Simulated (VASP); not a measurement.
# SiC (P6_3mc) in VASP: a series of runs

The runs below take SiC through relaxation of cell and atoms, with PBEsol.

All numbers are computed with VASP 6.6.1; they aren't measurements. Logs are shortened: lines on timing, memory, paths and dates and some standing lists are left out, and cuts for length are marked.

**1. Starting point**

Symmetry: P6_3mc, No. 186, hexagonal system. The conventional cell has a = 3.076 Å, b = 3.076 Å, c = 10.071 Å, α = 90.00°, β = 90.00°, γ = 120.00°. Si (site symmetry 3m) has 4 C at 1.88 to 1.89 Å as nearest neighbours. Around Si (site symmetry 3m) lie 4 C at 1.88 to 1.89 Å. C (site symmetry 3m) has 4 Si at 1.88 to 1.89 Å as nearest neighbours. C (site symmetry 3m) is surrounded by 4 Si at 1.88 to 1.89 Å.

The cell is a database's computed one.

**2. Relaxation of cell and atoms, PBEsol**

INCAR

```
ALGO = Normal
EDIFF = 1E-6
EDIFFG = -0.01
ENCUT = 600
GGA = PS
IBRION = 2
ISIF = 3
ISMEAR = 0
KPAR = 2
LASPH = True
LCHARG = False
LREAL = False
LWAVE = False
NELM = 80
NSW = 90
PREC = Accurate
SIGMA = 0.03
```

KPOINTS

```
k-points
0
Gamma
  12 12 3
```

POSCAR

```
SiC
1.0
    3.0756941497      0.0000000000      0.0000000000
   -1.5378470748      2.6636292679      0.0000000000
    0.0000000000      0.0000000000     10.0706464800
Si C
4 4
Direct
    0.6666666700      0.3333333300      0.9378419800
    0.3333333300      0.6666666700      0.4378419800
    0.0000000000      0.0000000000      0.6878943800
    0.0000000000      0.0000000000      0.1878943800
    0.6666666700      0.3333333300      0.7498025900
    0.3333333300      0.6666666700      0.2498025900
    0.0000000000      0.0000000000      0.5004600500
    0.0000000000      0.0000000000      0.0004600500
```

Potentials or basis: VASP PAW PBE potentials, release 64 (Si, C).

Launch:

```bash
> cat potpaw_PBE.64/Si/POTCAR potpaw_PBE.64/C/POTCAR > POTCAR
> mpirun -np 2 vasp_std > vasp.out
```

OUTCAR:

```text
EDIFF = 1E-6
   EDIFFG = -0.01
   ENCUT = 600
   GGA = PS
   IBRION = 2
   ISIF = 3
   ISMEAR = 0
   LASPH = True
   LREAL = False
   NELM = 80
   NSW = 90
   PREC = Accurate

 ion  position               nearest neighbor table
   1  0.667  0.333  0.938-   8 1.88   8 1.88   8 1.88   5 1.89   3 3.08   3 3.08   3 3.08   4 3.08
                             4 3.08   4 3.08
   2  0.333  0.667  0.438-   7 1.88   7 1.88   7 1.88   6 1.89   4 3.08   4 3.08   4 3.08   3 3.08
                             3 3.08   3 3.08
   3  0.000  0.000  0.688-   5 1.88   5 1.88   5 1.88   7 1.89   1 3.08   1 3.08   1 3.08   2 3.08
                             2 3.08   2 3.08
   4  0.000  0.000  0.188-   6 1.88   6 1.88   6 1.88   8 1.89   2 3.08   2 3.08   2 3.08   1 3.08
                             1 3.08   1 3.08
   5  0.667  0.333  0.750-   3 1.88   3 1.88   3 1.88   1 1.89
   6  0.333  0.667  0.250-   4 1.88   4 1.88   4 1.88   2 1.89
   7  0.000  0.000  0.500-   2 1.88   2 1.88   2 1.88   3 1.89
   8  0.000  0.000  0.000-   1 1.88   1 1.88   1 1.88   4 1.89

  LATTYP: Found a hexagonal cell.
 ALAT       =     3.0756941497
 C/A-ratio  =     3.2742678530

  Lattice vectors:

 A1 = (   3.0756941497,   0.0000000000,   0.0000000000)
 A2 = (  -1.5378470748,   2.6636292679,   0.0000000000)
 A3 = (   0.0000000000,   0.0000000000,  10.0706464800)

Analysis of symmetry for initial positions (statically):
=====================================================================
 Subroutine PRICEL returns:
 Original cell was already a primitive cell.

 Routine SETGRP: Setting up the symmetry group for a
 hexagonal supercell.

 Subroutine GETGRP returns: Found 12 space group operations
 (whereof  6 operations were pure point group operations)
 out of a pool of 24 trial point group operations.

The static configuration has the point symmetry C_3v.
 The point group associated with its full space group is C_6v.

Analysis of symmetry for dynamics (positions and initial velocities):
=====================================================================
 Subroutine PRICEL returns:
 Original cell was already a primitive cell.

 Routine SETGRP: Setting up the symmetry group for a
 hexagonal supercell.

 Subroutine GETGRP returns: Found 12 space group operations
 (whereof  6 operations were pure point group operations)
 out of a pool of 24 trial point group operations.

The dynamic configuration has the point symmetry C_3v.
 The point group associated with its full space group is C_6v.

 Subroutine INISYM returns: Found 12 space group operations
 (whereof  6 operations are pure point group operations),
 and found     1 'primitive' translations

----------------------------------------------------------------------------------------

                                     Primitive cell

  volume of cell :      82.5039

  direct lattice vectors                    reciprocal lattice vectors
     3.075694150  0.000000000  0.000000000     0.325129857  0.187713811  0.000000000
    -1.537847075  2.663629268  0.000000000     0.000000000  0.375427621  0.000000000
     0.000000000  0.000000000 10.070646480     0.000000000  0.000000000  0.099298491

  length of vectors
     3.075694150  3.075694150 10.070646480     0.375427621  0.375427621  0.099298491

  position of ions in fractional coordinates (direct lattice)
     0.666666670  0.333333330  0.937841980
     0.333333330  0.666666670  0.437841980
     0.000000000  0.000000000  0.687894380
     0.000000000  0.000000000  0.187894380
     0.666666670  0.333333330  0.749802590
     0.333333330  0.666666670  0.249802590
     0.000000000  0.000000000  0.500460050
     0.000000000  0.000000000  0.000460050

  ion indices of the primitive-cell ions
   primitive index   ion index
                 1           1
                 2           2
                 3           3
                 4           4
                 5           5
                 6           6
                 7           7
                 8           8

----------------------------------------------------------------------------------------

 KPOINTS: k-points

Automatic generation of k-mesh.
 Grid dimensions read from file:
 generate k-points for:   12   12    3

 Generating k-lattice:

  Cartesian coordinates                     Fractional coordinates (reciprocal lattice)
     0.027094155  0.015642818  0.000000000     0.083333333  0.000000000  0.000000000
     0.000000000  0.031285635  0.000000000     0.000000000  0.083333333  0.000000000
     0.000000000  0.000000000  0.033099497     0.000000000  0.000000000  0.333333333

  Length of vectors
     0.031285635  0.031285635  0.033099497

  Shift w.r.t. Gamma in fractional coordinates (k-lattice)
     0.000000000  0.000000000  0.000000000

 Subroutine IBZKPT returns following result:
 ===========================================

 Found     38 irreducible k-points:

 Following reciprocal coordinates:
            Coordinates               Weight
  0.000000  0.000000  0.000000      1.000000
  0.083333  0.000000  0.000000      6.000000
  0.166667  0.000000  0.000000      6.000000
  0.250000  0.000000  0.000000      6.000000
  0.333333  0.000000  0.000000      6.000000
  0.416667  0.000000  0.000000      6.000000
[... 16 lines left out ...]
  0.250000  0.000000  0.333333     12.000000
  0.333333  0.000000  0.333333     12.000000
 [... further k-points ...]
   k-points           NKPTS =     38   k-points in BZ     NKDIM =     38   number of bands    NBANDS=     21
   number of dos      NEDOS =    301   number of ions     NIONS =      8
   total plane-waves  NPLWV =  62720
   dimension x,y,z NGX =    28 NGY =   28 NGZ =   80
   dimension x,y,z NGXF=    56 NGYF=   56 NGZF=  160
   ions per type =               4   4
   NGX,Y,Z   is equivalent  to a cutoff of  15.13, 15.13, 13.21 a.u.
   NGXF,Y,Z  is equivalent  to a cutoff of  30.27, 30.27, 26.41 a.u.
 SYSTEM =  unknown system
   PREC   = accura    normal or accurate (medium, high low for compatibility)
   ISTART =      0    job   : 0-new  1-cont  2-samecut
   ICHARG =      2    charge: 1-file 2-atom 10-const
   ISPIN  =      1    spin polarized calculation?
   LNONCOLLINEAR =      F non collinear calculations
   LSORBIT =      F    spin-orbit coupling
   LASPH  =      T    aspherical Exc in radial PAW
   ENCUT  =  600.0 eV  44.10 Ry    6.64 a.u.   6.14  6.14 20.11*2*pi/ulx,y,z
   NELM   =     80;   NELMIN=  2; NELMDL= -5     # of ELM steps
   EDIFF  = 0.1E-05   stopping-criterion for ELM
   LREAL  =      F    real-space projection
   EDIFFG = -.1E-01   stopping-criterion for IOM
   NSW    =     90    number of steps for IOM
   IBRION =      2    ionic relax: 0-MD 1-quasi-New 2-CG
   NFREE  =      1    steps in history (QN), initial steepest desc. (CG)
   ISIF   =      3    stress and relaxation
   ISYM   =      2    0-nonsym 1-usesym 2-fastsym
   POTIM  = 0.5000    time-step for ionic-motion
   TEBEG  =    0.0;   TEEND  =   0.0 temperature during run
   PSTRESS=    0.0 pullay stress
   NELECT =      32.0000    total number of electrons
   NUPDOWN=      -1.0000    fix difference up-down
   EMIN   =  10.00;   EMAX   =-10.00  energy-range for DOS
   EFERMI =   0.00;   METHOD = LEGACY
   ISMEAR =     0;   SIGMA  =   0.03  broadening in eV -4-tet -1-fermi 0-gaus
   EFERMI_NEDOS =   21; number of points for ismear=-14 and -15
   IALGO  =     38    algorithm
   IMIX   =      4    mixing-type and parameters
     AMIX     =   0.40;   BMIX     =  1.00
     AMIX_MAG =   1.60;   BMIX_MAG =  1.00
  volume/ion in A,a.u.               =      10.31        69.60
  Fermi-wavevector in a.u.,A,eV,Ry     =   1.193897  2.256138 19.393597  1.425389
  Thomas-Fermi vector in A             =   2.329900
   LORBIT       =      0    0 simple, 1 ext, 2 COOP (PROOUT), +10 PAW based schemes
   GGA     = PS    functional components
   LHFCALC =     F    Hartree Fock is set to
   AEXX    =    0.0000 exact exchange contribution
   IVDW    =     0    specifies the selected vdW correction
   LEPSILON=     F    determine dielectric tensor
   LRPA    =     F    only Hartree local field effects (RPA)
 conjugate gradient relaxation of ions
 non-spin polarized calculation
 Gauss-broadening in eV      SIGMA  =   0.03
  energy-cutoff  :      600.00
  volume of cell :       82.50
 maximum number of plane-waves:      2790
 NGX is ok and might be reduce to    28
   NGX = 13   NGY = 13   NGZ = 41

--------------------------------------- Ionic step        1  -------------------------------------------

 number of electron      32.0000001 magnetization

 Free energy of the ion-electron system (eV)
  ---------------------------------------------------
  ext. energy  EPLUGINS =         0.00000000
  ---------------------------------------------------
  free energy    TOTEN  =       -63.67548213 eV

  energy without entropy =      -63.67548213  energy(sigma->0) =      -63.67548213

------------------------ aborting loop because EDIFF is reached ----------------------------------------

  FORCE on cell =-STRESS in cart. coord.  units (eV):
  Direction    XX          YY          ZZ          XY          YZ          ZX
  --------------------------------------------------------------------------------------
  -------------------------------------------------------------------------------------
  Total        0.3731365      0.3731365      0.3100599      0.0000000      0.0000000     -0.0000000
  in kB        7.2460957      7.2460957      6.0211835      0.0000000      0.0000000     -0.0000000
  external PRESSURE =       6.8377917 kB  Pullay stress =       0.0000000 kB
[... 69 lines left out ...]
  energy  without entropy=      -63.6753774760  energy(sigma->0) =      -63.67537748

--------------------------------------- Ionic step        3  -------------------------------------------

 number of electron      32.0000001 magnetization

 Free energy of the ion-electron system (eV)
  ---------------------------------------------------
  ext. energy  EPLUGINS =         0.00000000
  ---------------------------------------------------
  free energy    TOTEN  =       -63.67601494 eV

  energy without entropy =      -63.67601494  energy(sigma->0) =      -63.67601494

 E-fermi :   8.2677     XC(G=0): -11.5026

 val. band max:        8.1247659901   @ k =   0.0000   0.0000   0.0000
 cond. band min:      10.2340051064   @ k =   0.5000   0.0000   0.0000
 fundamental gap:      2.1092391163
 Fermi energy:         8.2676752140

 k-point     1 :       0.0000    0.0000    0.0000
  band No.  band energies     occupation
      1      -7.3776      2.00000
      2      -6.1943      2.00000
      3      -6.1586      2.00000
      4      -3.7733      2.00000
      5      -0.5500      2.00000
      6       3.7208      2.00000
[... 550 lines left out ...]
      5       0.8902      2.00000
      6       1.2577      2.00000
[... 13 lines left out ...]
     20      13.3164      0.00000
     21      13.8377      0.00000

 [... further k-points ...]
[... 5 lines left out ...]
  --------------------------------------------------------------------------------------
  -------------------------------------------------------------------------------------
  Total        0.0036002      0.0036002      0.0001451      0.0000000      0.0000000      0.0000000
  in kB        0.0697029      0.0697029      0.0028084      0.0000000      0.0000000      0.0000000
  external PRESSURE =       0.0474047 kB  Pullay stress =       0.0000000 kB
[... 23 lines left out ...]
  FREE ENERGIE OF THE ION-ELECTRON SYSTEM (eV)
  ---------------------------------------------------
  free  energy   TOTEN  =       -63.6760149448 eV

  energy  without entropy=      -63.6760149448  energy(sigma->0) =      -63.67601494

 reached required accuracy - stopping structural energy minimisation
```

Wall time 95 s (2 MPI ranks of Intel Xeon Platinum 8488C (Sapphire Rapids), shared host); peak memory 0.25 GiB.

Results:

```yaml
Free_energy: -63.6760 eV
Relaxed_volume: 10.34 Å³/atom
Relaxed_cell: a = 3.079 Å, b = 3.079 Å, c = 10.080 Å, α = 90.00°, β = 90.00°, γ = 120.00°
Space_group_after_relaxing_to_0.05_Å: P6_3mc (No. 186)
Energy_gained_by_relaxing: 0.1 meV/atom
Ionic_steps: 3
Pressure_after_relaxing: 0.0 GPa
Band_gap_on_the_k_mesh: 2.11 eV, indirect (least direct gap 3.23 eV)
```

Forces in eV/Å, atoms in the order of the input:
```
Si   0.000  0.000  0.002
Si   0.000  0.000  0.002
Si   0.000  0.000  0.002
Si   0.000  0.000  0.002
C    0.000  0.000 -0.001
C    0.000  0.000 -0.001
C    0.000  0.000 -0.002
C    0.000  0.000 -0.002
```

The path:
| step | energy change (eV) | largest force (eV/Å) | pressure (GPa) | volume (Å³) |
| --- | --- | --- | --- | --- |
| 1 | 0.0000 | 0.0047 | 0.68 | 82.50 |
| 2 | 0.0001 | 0.0093 | -0.73 | 83.03 |
| 3 | -0.0005 | 0.0025 | 0.00 | 82.75 |

Final structure:
```
CELL_PARAMETERS angstrom
3.07898 0.00000 0.00000
-1.53949 2.66648 0.00000
0.00000 0.00000 10.07959
ATOMIC_POSITIONS crystal
Si 0.66667 0.33333 0.93783
Si 0.33333 0.66667 0.43783
Si 0.00000 0.00000 0.68790
Si 0.00000 0.00000 0.18790
C 0.66667 0.33333 0.74981
C 0.33333 0.66667 0.24981
C 0.00000 0.00000 0.50046
C 0.00000 0.00000 0.00046
```

Levels at points of the mesh, in eV from the valence-band top:
| k point | band 14 | band 15 | band 16 | band 17 | band 18 | band 19 |
| --- | --- | --- | --- | --- | --- | --- |
| (0.00, 0.00, 0.00) | -0.05 | 0.00 | 0.00 | 5.03 | 5.60 | 6.24 |
| (0.50, 0.00, 0.00) | -2.23 | -1.59 | -1.13 | 2.11 | 2.24 | 4.11 |

Caveat: the PAW data sets were made with another functional, which shifts forces and pressure a little; an odd mesh through Γ misses points on the zone boundary, where band edges often lie.

[end of part 1 of 2]
